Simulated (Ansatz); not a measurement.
The system is ZrN.

```
CELL_PARAMETERS angstrom
0.00000 2.30000 2.30000
2.30000 0.00000 2.30000
2.30000 2.30000 0.00000
ATOMIC_POSITIONS crystal
Zr 0.50000 0.50000 0.50000
N 0.00000 0.00000 0.00000
```

* Program: Ansatz 0.2.0
* Task: single point
* Functional: PBE
* Potentials or basis: all-electron LAPW, scalar-relativistic
* Cutoff: 281 eV (chosen from the basis error)
* Basis error allowed: 0.001 eV/atom
* k mesh: 10 × 10 × 10
* Occupations: fermi-dirac, width 0.05 eV
* Spin: no spin polarisation

On this cell: pressure -0.8 GPa; largest force zero by symmetry; band gap on the k mesh none (metal or under the smearing width).

The same run follows on a disturbed copy (atoms moved at random, drawn with an rms of 0.05 Å):

```
Zr N
1.0
     0.00000    2.30000    2.30000
     2.30000    0.00000    2.30000
     2.30000    2.30000    0.00000
Zr N
1 1
Direct
  0.49908 0.50418 0.49783
  0.00043 0.99544 0.00642
```

What does the disturbed cell give?

The energy (extrapolated to zero smearing) moves by +1.9 meV/atom; pressure -0.7 GPa; largest force 0.277 eV/Å; band gap on the k mesh none (metal or under the smearing width).

Forces on the atoms (eV/Å):
```
Zr  -0.004  0.222 -0.165
N    0.004 -0.222  0.165
```

Stress tensor (GPa, compression positive):
```
-0.76  0.00  0.00
 0.00 -0.65  0.04
 0.00  0.04 -0.69
```
